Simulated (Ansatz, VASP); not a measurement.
## One calculation of ZnO, two programs

The input INCAR:

```
SYSTEM = ZnO
ALGO = Fast
EDIFF = 1E-6
ENCUT = 520
GGA = CA
ISIF = 2
ISMEAR = 0
LASPH = .TRUE.
LCHARG = .FALSE.
LREAL = .FALSE.
LWAVE = .FALSE.
NBANDS = 16
NELM = 100
PREC = Accurate
SIGMA = 0.05
```

Contents of KPOINTS:

```
k-points
0
G
  12 12 12
  0 0 0
```

File POSCAR:

```
ZnO
1.0
    0.0000000000      2.0609699000      2.2236780500
    2.0609699000      0.0000000000      2.2236780500
    2.0609699000      2.0609699000      0.0000000000
Zn O
1 1
Direct
    0.0000000000      0.0000000000      0.0000000000
    0.5000000000      0.5000000000      0.5000000000
```

Input for Ansatz:

```yaml
crystal:
  lattice:
    - [0.0, 2.0609699, 2.22367805]
    - [2.0609699, 0.0, 2.22367805]
    - [2.0609699, 2.0609699, 0.0]
  atoms:
    - { symbol: Zn, position: [0.0, 0.0, 0.0] }
    - { symbol: O, position: [0.5, 0.5, 0.5] }
basis:
  ecutwfc: 420
kpoints:
  mp_grid: { grid: [12, 12, 12] }
hamiltonian:
  xc: lda
scf:
  occupations: { method: gaussian, width: 0.05 }
output:
  forces: true
  stress: true
  eigenvalues: true
```

Change from the starting cell: strain -0.050 along x and y, +0.025 along z, atoms carried along.

Alike in both runs: task single point; functional LDA; k mesh 12 × 12 × 12; occupations gaussian, width 0.05 eV; no spin polarisation.

```csv
,VASP,Ansatz
version,VASP 6.6.1,Ansatz 0.2.0
potentials or method,"VASP PAW LDA potentials, release 64 (Zn, O)","scalar-relativistic, plane waves, PAW"
plane-wave cutoff (eV),520,420
valence electrons in the cell,18,18
```

VASP gave:

```
gap on the k mesh at the Fermi level (eV)       : 0.86
least direct gap on the mesh (eV)               : 2.41
pressure (GPa)                                  : 1.0
largest component of the traceless stress (GPa) : 5.87
```

Question: Estimate Ansatz's values.

Answer: gap on the k mesh at the Fermi level (eV): 0.86; least direct gap on the mesh (eV): 2.42; pressure (GPa): -0.4; largest component of the traceless stress (GPa): 5.35.

A k mesh can miss the band edges.
